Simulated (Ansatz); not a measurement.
# HfO2: the cost of one run

Computed with Ansatz 0.2.0 (DFT r2SCAN, scalar-relativistic, plane waves, PAW, unless a step's input says otherwise).

1 further run of the same task is left out (set aside as unsound or not needed).

## Step 1: The structure to begin with

The structure is tetragonal, space group P4_2/mnm (No. 136). Conventional cell: a = 4.838 Å, b = 4.838 Å, c = 3.220 Å, α = 90.00°, β = 90.00°, γ = 90.00°. Hf (site symmetry mmm) has 6 O at 2.09 Å as nearest neighbours. O (site symmetry m2m) is surrounded by 3 Hf at 2.09 Å.

Structure file:

```cif
data_structure
_symmetry_space_group_name_H-M 'P4_2/mnm'
_symmetry_Int_Tables_number 136
_cell_length_a 4.8382
_cell_length_b 4.8382
_cell_length_c 3.2203
_cell_angle_alpha 90.000
_cell_angle_beta 90.000
_cell_angle_gamma 90.000
_cell_volume 75.38
loop_
_atom_site_label
_atom_site_type_symbol
_atom_site_symmetry_multiplicity
_atom_site_Wyckoff_symbol
_atom_site_fract_x
_atom_site_fract_y
_atom_site_fract_z
_atom_site_occupancy
Hf1 Hf 2 a 0.00000 0.00000 0.00000 1
O1 O 4 f 0.19492 0.80508 0.50000 1
```

It goes back to an entry of the Materials Project, which need not be the stable form.

It is the result of an earlier relaxation at this level (volume 12.56 Å³/atom; gap on the mesh: 4.53 eV).

## Step 2: The undisturbed cell

File input.yaml:

```yaml
crystal:
  lattice:
    - [4.8382036325, 0.0, 0.0]
    - [0.0, 4.8382036325, 0.0]
    - [0.0, 0.0, 3.2203479183]
  atoms:
    - { symbol: Hf, position: [0.0, 0.0, 0.0] }
    - { symbol: Hf, position: [0.5, 0.5, 0.5] }
    - { symbol: O, position: [0.1949191828, 0.8050808172, 0.5] }
    - { symbol: O, position: [0.3050808172, 0.3050808172, 0.0] }
    - { symbol: O, position: [0.6949191828, 0.6949191828, 0.0] }
    - { symbol: O, position: [0.8050808172, 0.1949191828, 0.5] }
basis:
  ecutwfc: 500
kpoints:
  mp_grid: { grid: [6, 6, 8] }
hamiltonian:
  xc: r2scan
scf:
  occupations: { method: gaussian, width: 0.05 }
output:
  forces: true
  stress: true
  eigenvalues: true
```

Command:

```sh
ansatz run input.yaml --threads 1 --pin off --max-ram 2560MiB --backend cpu --events-out ev --progress --plain --runs-dir out
```

What time and memory should one allow on 1 thread of Arm Neoverse V1, shared host?

About 23 s, with a peak of 0.57 GiB.
